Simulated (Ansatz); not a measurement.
Crystal: C.

```xyz
12
Lattice="2.5221 0.0000 0.0000 -1.2611 2.1842 0.0000 0.0000 0.0000 12.3557" Properties=species:S:1:pos:R:3 pbc="T T T"
C     1.2611    0.7281    4.3760
C     0.0000    1.4561   10.5539
C     1.2611    0.7281    1.8018
C     0.0000    1.4561    7.9797
C     1.2611    0.7281    5.9205
C     0.0000    1.4561   12.0983
C     1.2611    0.7281    0.2574
C     0.0000    1.4561    6.4352
C     0.0000    0.0000   10.0390
C     0.0000    0.0000    3.8612
C     0.0000    0.0000    8.4945
C     0.0000    0.0000    2.3167
```

This is a hexagonal form of diamond, not graphite.

- Program: Ansatz 0.2.0
- Task: relaxation of cell and atoms
- Functional: RPBE
- Dispersion: D3(BJ)
- Potentials or basis: Ansatz PAW
- Cutoff: 420 eV (not typed: the program's choice for these potentials)
- k mesh: 12 × 12 × 3
- Occupations: fermi-dirac, width 0.05 eV
- Spin: no spin polarisation

At the start: volume 5.67 Å³/atom.

Problem. Where does the relaxation end?

Solution. It ends after 8 steps and the volume is 5.54 Å³/atom (-2.4 %); space group P6_3/mmc (No. 194, to 0.05 Å).

The path:
```tsv
step	energy change (eV)	largest force (eV/Å)	volume (Å³)
1	0.0000	0.3293	68.06
2	-0.0642	0.3209	67.08
3	-0.0796	0.0698	66.42
4	-0.0797	0.0310	66.46
5	-0.0797	0.0010	66.48
6	-0.0720	0.0014	66.48
7	-0.0721	0.0002	66.45
8	-0.0719	0.0002	66.45
```

Final structure:
```
CELL_PARAMETERS angstrom
2.49646 0.00000 0.00000
-1.24823 2.16200 0.00000
0.00000 0.00000 12.31086
ATOMIC_POSITIONS crystal
C 0.66667 0.33333 0.35493
C 0.33333 0.66667 0.85493
C 0.66667 0.33333 0.14507
C 0.33333 0.66667 0.64507
C 0.66667 0.33333 0.47923
C 0.33333 0.66667 0.97923
C 0.66667 0.33333 0.02077
C 0.33333 0.66667 0.52077
C 0.00000 0.00000 0.81311
C 0.00000 0.00000 0.31311
C 0.00000 0.00000 0.68689
C 0.00000 0.00000 0.18689
```

Caveat: the plane-wave basis is chosen anew once the cell has moved, so the energies of steps on either side of that aren't comparable; the pressure holds a Pulay correction of +0.9 GPa for the finite cutoff; the PAW data sets come from PBE, with cores solved anew for the run's functional, which leaves a small shift of forces and pressure.
